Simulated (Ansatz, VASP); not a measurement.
## TaN in VASP and in Ansatz

```xyz
2
Lattice="2.9380 0.0000 0.0000 -1.4690 2.5444 0.0000 0.0000 0.0000 2.8830" Properties=species:S:1:pos:R:3 pbc="T T T"
Ta    0.0000    0.0000    1.4415
N     1.4690    0.8481    0.0000
```

Alike in both runs: functional LDA; k mesh 10 × 10 × 9; occupations fermi-dirac, width 0.05 eV; no spin polarisation; Hubbard terms Ta d U = 6.0 eV.

|  | VASP | Ansatz |
| --- | --- | --- |
| version | VASP 6.6.1 | Ansatz 0.2.0 |
| potentials or method | VASP PAW LDA potentials, release 64 (Ta_pv, N) | Ansatz PAW |
| plane-wave cutoff (eV) | 520 | 420 |
| valence electrons in the cell | 16 | 18 |
| task | single point | band structure |

|  | VASP | Ansatz | Ansatz less VASP |
| --- | --- | --- | --- |
| gap on the k mesh at the Fermi level (eV) | none | none | - |
| pressure (GPa) | 9.8 | -5.8 | -15.60 |
| largest component of the traceless stress (GPa) | 0.52 | 3.25 | +2.727 |

The programs project onto different local orbitals, so the same U acts differently. A gap of «none» marks a metal or a gap that the smearing closes. The two sets of potentials don't hold the same shells in valence.

Caveats: U without spin polarisation on a metal has little footing; the pressure holds a Pulay correction of +0.6 GPa for the finite cutoff (Ansatz); spin-orbit coupling is left out, which moves the levels of the heavy elements (Ansatz); the PAW data sets come from PBE, with cores solved anew for the run's functional, which leaves a small shift of forces and pressure (Ansatz). The runs have no spin-orbit coupling, so splittings on Ta are missing.
